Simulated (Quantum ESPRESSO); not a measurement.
**Bi under changes of volume**

One of the cells (35.070 Å³/atom); the others are scaled copies at fixed shape and fractional positions:

```
Bi
1.0
     2.26750    1.30914    3.93800
    -2.26750    1.30914    3.93800
     0.00000   -2.61828    3.93800
Bi
2
Cartesian
  0.0000 0.0000 9.0495
  0.0000 0.0000 2.7645
```

| Item | Value |
| --- | --- |
| Program | Quantum ESPRESSO 7.5 |
| Functional | LDA |
| Potentials or basis | PseudoDojo 0.4.1 SR LDA standard |
| Cutoff | 952 eV |
| Density cutoff | 3810 eV |
| k mesh | 7 × 7 × 7 |
| Occupations | fermi-dirac, width 0.05 eV |
| Spin | no spin polarisation |

| volume (Å³/atom) | energy over the lowest point (meV/atom) | pressure (GPa) | gap on the mesh (eV) | largest force (eV/Å) |
| --- | --- | --- | --- | --- |
| 32.965 | 4.88 | 1.7 | 0.30 | 0.358 |
| 33.667 | 0.00 | 0.5 | 0.29 | 0.252 |
| 34.368 | ? | ? | ? | ? |
| 35.070 | 4.95 | -1.6 | 0.27 | 0.060 |
| 35.771 | 13.70 | -2.4 | 0.26 | 0.026 |
| 36.472 | 26.04 | -3.2 | 0.25 | 0.107 |
| 37.174 | 41.56 | -3.9 | 0.24 | 0.182 |

What does the run at 34.368 Å³/atom give?

Energy over the lowest point 0.21 meV/atom; pressure -0.6 GPa; gap on the mesh 0.28 eV; largest force 0.153 eV/Å.

Worked out: A Birch-Murnaghan fit of order 3 (a polynomial in V^(-2/3)) to the other rows has its minimum at 33.98 Å³/atom with B0 = V·E''(V) = 53 GPa and B' = 4.7 at fixed shape and positions, which overstates the stiffness. It gives 0.21 meV/atom at 34.368 Å³/atom, against the run's 0.21, and -dE/dV = -0.6 GPa, against -0.6. A straight line through the other rows of the gap, of slope -0.499 eV per unit of ln V, gives 0.28 eV, against the run's 0.28.

Energies are extrapolated to zero smearing.

Caveats: spin-orbit coupling is left out, which as a rule narrows the gap of such compounds by several tenths of an eV; an odd mesh through Γ misses points on the zone boundary, where band edges often lie.
